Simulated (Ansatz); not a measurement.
## Au under changes of volume

One of the cells (18.207 Å³/atom); the others are scaled copies at fixed shape and fractional positions:

```
CELL_PARAMETERS angstrom
-1.65727 1.65727 1.65727
1.65727 -1.65727 1.65727
1.65727 1.65727 -1.65727
ATOMIC_POSITIONS crystal
Au 0.00000 0.00000 0.00000
```

This isn't the form of Au at room conditions, which is fcc.

```yaml
Program: Ansatz 0.2.0
Functional: PBE
Potentials_or_basis: Ansatz PAW
Cutoff: "420 eV (not typed: the program's choice for these potentials)"
k_mesh: 11 × 11 × 11
Occupations: fermi-dirac, width 0.05 eV
Spin: no spin polarisation
```

```csv
volume (Å³/atom),energy over the lowest point (meV/atom),pressure (GPa)
17.115,24.06,8.6
17.479,8.76,5.0
17.843,1.06,1.9
18.207,0.00,-0.9
18.571,?,?
18.935,14.66,-5.4
19.299,29.08,-7.3
```

What does the run at 18.571 Å³/atom give?

Energy over the lowest point 4.77 meV/atom; pressure -3.3 GPa.

Worked out: A Birch-Murnaghan fit of order 3 (a polynomial in V^(-2/3)) to the other rows has its minimum at 18.09 Å³/atom with B0 = V·E''(V) = 133 GPa and B' = 5.4. It gives 4.77 meV/atom at 18.571 Å³/atom, against the run's 4.77, and -dE/dV = -3.3 GPa, against -3.3.

Energies are extrapolated to zero smearing.
